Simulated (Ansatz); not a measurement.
Structure: COD 9003114, as refined from experiment and not relaxed. The listed cell was then made from it by scaling, straining or moving an atom.

KCl: DFT, LDA, all-electron PAW with datasets made for the crystal, scalar-relativistic (Ansatz 0.2.0). What sets it apart from a plain run of this crystal: volume scaled by 0.94.

Command: `ansatz run input.yaml --threads 1 --pin off --max-ram 3072MiB --backend cpu --events-out ev --progress --plain --runs-dir out` The run took 3.8 s on 1 thread of Arm Neoverse V1, with other jobs on the host, peak memory 0.34 GiB.

```yaml
crystal:
  lattice:
    - [0.0, 3.0916717177, 3.0916717177]
    - [3.0916717177, 0.0, 3.0916717177]
    - [3.0916717177, 3.0916717177, 0.0]
  atoms:
    - { symbol: K, position: [0.0, 0.0, 0.0] }
    - { symbol: Cl, position: [0.5, 0.5, 0.5] }
kpoints:
  mp_grid: { grid: [7, 7, 7] }
scf:
  occupations: { method: fermi_dirac, width: 0.03 }
hamiltonian:
  xc: lda
  pseudopotentials: { kind: all_electron, datasets: crystal }
output:
  forces: true
  stress: true
  eigenvalues: true
  efg: { contact_densities: true }
```

Output (standing set-up lines are left out):

```
Crystal: 2 atoms, lattice volume = 59.103 Å³
Basis set: ecut = 220 eV, 411 PW (Γ)
Space group: Fm-3m (ITA 225), of the structure as read, at distance tolerance 3.9e-5 Å
iter 1 solved again at ethr=5.53e-3 eV; its pass at ethr=1.00e-1 eV (dr2=8.86e-1 eV) is discarded
SCF iter   1: F=—  HF=-28870.130433 eV  |F-HF|=—  |Δ(HF+E_count)|=         —  Δρ=2.49e-2  dr2=8.79e-1  ethr=5.53e-3  ⟨swp⟩=4.0  Hψ=1361  notcnv=0
preconditioner: auto → none  [insulator: Δε(μ)=5.727 eV  Ē_g=15.397 eV  σ=0.030 eV  W_gap=1.00  n_scr=14 (ndim 8)  ℏωp=18.1 eV  f_vac=0.000  D(μ)=0.00/eV (n_scr^D=0)  ε∞_Penn≈2.4]
iter 2 solved again at ethr=4.12e-4 eV; its pass at ethr=5.50e-3 eV (dr2=6.59e-2 eV) is discarded
SCF iter   2: F=—  HF=-28869.837297 eV  |F-HF|=—  |Δ(HF+E_count)|=   2.93e-1  Δρ=1.19e-2  dr2=6.63e-2  ethr=4.12e-4  ⟨swp⟩=2.8  Hψ=1230  notcnv=1  defer=12
SCF iter   3: F=—  HF=-28869.823383 eV  |F-HF|=—  |Δ(HF+E_count)|=   1.39e-2  Δρ=4.01e-3  dr2=9.61e-3  ethr=4.12e-4  ⟨swp⟩=3.5  Hψ=543  notcnv=0  defer=4
SCF iter   4: F=—  HF=-28869.822113 eV  |F-HF|=—  |Δ(HF+E_count)|=   1.27e-3  Δρ=4.94e-4  dr2=1.79e-4  ethr=6.01e-5  ⟨swp⟩=3.5  Hψ=537  notcnv=0  defer=6
SCF iter   5: F=—  HF=-28869.822903 eV  |F-HF|=—  |Δ(HF+E_count)|=   7.90e-4  Δρ=2.37e-4  dr2=1.52e-5  ethr=1.12e-6  ⟨swp⟩=3.2  Hψ=599  notcnv=0  defer=3
SCF iter   6: F=—  HF=-28869.822900 eV  |F-HF|=—  |Δ(HF+E_count)|=   3.44e-6  Δρ=3.86e-5  dr2=1.94e-7  ethr=9.52e-8  ⟨swp⟩=3.1  Hψ=497  notcnv=0  defer=1
SCF iter   7: F=-28869.822900 eV  HF=-28869.822900 eV  |F-HF|=1.93e-9  |Δ(HF+E_count)|=   6.88e-8  Δρ=6.93e-6  dr2=8.09e-9  ethr=1.21e-9  ⟨swp⟩=2.6  Hψ=418  notcnv=0
SCF 1 converged in 7 iterations: F = -28869.822899 eV  dr2 = 8.09e-9
  Residual-converged pass: ⟨swp⟩=3.0  Hψ=543  notcnv=0  max |occ|·‖R‖ = 4.9e-6 eV (tolerance 5.3e-6 eV)  dr2=7.99e-9  dr2_onsite=1.22e-8  max |Δocc| = 0.0e0
  greatest PAW one-centre occupation: 0.987 electrons in one spin orbital (limit 2), on the K atom at site 0 (counted from 0), in its partial waves of l = 0
SCF converged after 7 iterations
Free energy (F): -28869.822899 eV
Harris-Foulkes:  -28869.822899 eV  (|F-HF|=1.93e-9)
Internal energy: -28869.822899 eV  (E = F + TS)
E sigma→0 (E₀):  -28869.822899 eV
Past the cutoff: the bands carry plane waves up to 1.75 times it, of which those up to 1.5 times it add -0.000230 eV an atom, each by itself; the spheres take 0.000143 eV an atom off the energy for waves past 1.75 times it
By the cutoff:   a pressure is off by up to 0.005 GPa (1.2 times the spheres' own share and the shells' term, over an atom's volume, and 0.004 GPa: a bound that held against runs at twice the plane waves)
Past the cutoffs: a stress includes 0.0008 GPa for waves and charges beyond them, in addition to the slope of what the spheres take
In the spheres:  the bands' charges fall short by 3.4e-6 e at most (sound up to 1e-3)
Fermi energy:    3.906544 eV
--- Per-component energies (eV) ---
  The terms above E_closure are by the made datasets' own strengths, without shells solved beside the bands.
--- Forces (eV/Å), atoms counted from 1 ---
  atom   1  K     -0.00000000     0.00000000     0.00000000
  atom   2  Cl     0.00000000    -0.00000000    -0.00000000
  max |Σ_I F_I| component: 9.56e-30 eV/Å
--- Stress (GPa, compression-positive) ---
       -1.111997      -0.000000       0.000000
       -0.000000      -1.111997      -0.000000
        0.000000      -0.000000      -1.111997
  P = ⅓ Tr σ = -1.1120 GPa (-11.120 kbar)
--- PAW observables at the nuclei: V_zz in 10²¹ V/m², potentials from the cell's mean, atoms counted from 1 ---
  atom   1  K  V_zz =    +0.000000   η = 0.0000   by run symmetry: forbidden
            electrostatic potential = -2059.845244 V   contact ρ = 34556.544968 e/Å³
  atom   2  Cl V_zz =    -0.000000   η = 0.0000   by run symmetry: forbidden
            electrostatic potential = -1769.998206 V   contact ρ = 23928.406084 e/Å³
--- Band table (eV; the first three rows and the last of 20) ---
  k-point 0: bands = ["-25.3402", "-10.6941", "-8.9977", "-8.9977", "-8.9977", "1.4185", "1.4185", "1.4185", "6.3408", "9.5093"]
  k-point 1: bands = ["-25.3373", "-10.7393", "-8.9999", "-8.9999", "-8.9408", "1.1303", "1.3393", "1.3393", "6.8629", "9.3548"]
  k-point 2: bands = ["-25.3307", "-10.8320", "-9.0049", "-9.0049", "-8.8211", "0.5968", "1.1706", "1.1706", "7.9482", "9.3430"]
  k-point 19: bands = ["-25.3204", "-10.7056", "-9.1390", "-9.0907", "-8.8935", "0.7450", "0.8513", "0.9993", "8.8409", "9.5952"]
```
